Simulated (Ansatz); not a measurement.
## Strain and the gap of CdS (rocksalt)

CdS (rocksalt), relaxed with r2SCAN in the plane-wave code Ansatz. It is cubic, Fm-3m (No. 225); a = 5.454 Å in the conventional setting, 20.27 Å³ an atom. Around Cd lie 6 S at 2.73 Å; around S lie 6 Cd at 2.73 Å.

The axes x, y and z are those of this cell:
```
Cd S
1.0
     0.00000    2.72678    2.72678
     2.72678    0.00000    2.72678
     2.72678    2.72678    0.00000
Cd S
1 1
Direct
  0.00000 0.00000 0.00000
  0.50000 0.50000 0.50000
```

Unstrained: The r2SCAN gap is indirect, 0.753 eV (L to X), below the direct gap of 2.387 eV at Γ. The HSE06 gap is indirect, 1.243 eV (L to X), below the direct gap of 2.776 eV at Γ. Meshes: r2SCAN 8×8×8, HSE06 6×6×6. Strains are changes of length per length. After each strain the atoms were relaxed again with r2SCAN within the symmetry that the strain leaves, so tilts or polar shifts that break it weren't tested; points keep the names that they have in the unstrained zone. These are computed values for a spin-unpolarised cell that may be hypothetical; none is a measurement.

Changes of the least gap in eV (an overlap counts as a negative gap):
```csv
strain,volume change (%),space group,r2SCAN,HSE06,"energy rise, r2SCAN (meV/atom)"
"biaxial -5.97 % in x and y, z held",-11.6,I4/mmm,-0.389,-0.373,111.1
"epitaxial +4.11 % in the plane normal to [111], free normal strain -3.51 %",+4.6,R-3m,-0.157,-0.158,27.7
isotropic +5.98 % on every length,+19.0,Fm-3m,-0.085,-0.113,136.0
```

Biaxial -5.97 % in x and y, z held. HSE06: the gap goes from 1.243 to 0.870 eV (-0.373 eV). Stress change with r2SCAN, compression positive: xx +17.66, yy +17.66, zz +7.66 GPa.

Epitaxial +4.11 % in the plane normal to [111], free normal strain -3.51 %. HSE06: the gap goes from 1.243 to 1.085 eV (-0.158 eV). Stress change with r2SCAN, compression positive: xx -3.39, yy -3.39, zz -3.39, xy +1.70, xz +1.70, yz +1.70 GPa.

Isotropic +5.98 % on every length. HSE06: the gap goes from 1.243 to 1.130 eV (-0.113 eV); the edges go from L → X to Γ–K (0.44) → X. Stress change with r2SCAN, compression positive: xx -9.58, yy -9.58, zz -9.58 GPa.

The runs are scalar-relativistic, without spin-orbit coupling.

The meshes of the hybrids are coarse, so their gaps aren't converged to the digits shown.
